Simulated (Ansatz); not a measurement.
# S: the cost of one run

Program: Ansatz 0.2.0. Level of theory: DFT PBEsol, scalar-relativistic, plane waves, PAW. These are calculated values, not measurements.

1 further run of the same task is left out (it didn't finish).

## Step 1: Starting point

The structure is tetragonal, space group I4_1/amd (No. 141). Conventional cell: a = 5.930 Å, b = 5.930 Å, c = 3.235 Å, α = 90.00°, β = 90.00°, γ = 90.00°. Around S (site symmetry -4m2) lie 6 S at 3.07 to 3.23 Å.

Structure file:

```cif
data_structure
_symmetry_space_group_name_H-M 'P 1'
_symmetry_Int_Tables_number 1
_cell_length_a 4.4941
_cell_length_b 4.4941
_cell_length_c 4.4941
_cell_angle_alpha 97.442
_cell_angle_beta 97.442
_cell_angle_gamma 137.813
_cell_volume 56.87
loop_
_atom_site_label
_atom_site_type_symbol
_atom_site_fract_x
_atom_site_fract_y
_atom_site_fract_z
_atom_site_occupancy
S1 S 0.00000 0.00000 0.00000 1
S2 S 0.75000 0.25000 0.50000 1
```

This is candidate A: beta-tin type (I4_1/amd, No. 141).

(A quick probe on a coarse mesh, which set the mesh and smearing, is not shown.)

## Step 3: Rough relaxation on the coarse mesh (candidate A)

input.yaml reads:

```yaml
crystal:
  lattice:
    - [-2.9648654711, 2.9648654711, 1.6173888443]
    - [2.9648654711, -2.9648654711, 1.6173888443]
    - [2.9648654711, 2.9648654711, -1.6173888443]
  atoms:
    - { symbol: S, position: [0.0, 0.0, 0.0] }
    - { symbol: S, position: [0.75, 0.25, 0.5] }
basis:
  ecutwfc: 420
kpoints:
  mp_grid: { grid: [6, 6, 6] }
hamiltonian:
  xc: pbesol
scf:
  occupations: { method: gaussian, width: 0.1 }
  lower_state_search: "off"
output:
  forces: true
  stress: true
  eigenvalues: true
relax:
  adjacent_minimum: "off"
  f_tol: 0.04
  max_steps: 70
  cell: { stress_tol: 0.4 }
```

**Question.** How long does this run take on 1 thread of an Arm CPU, shared host, and how much memory does it need?

About 6.5 s, with a peak of 0.3 GiB.
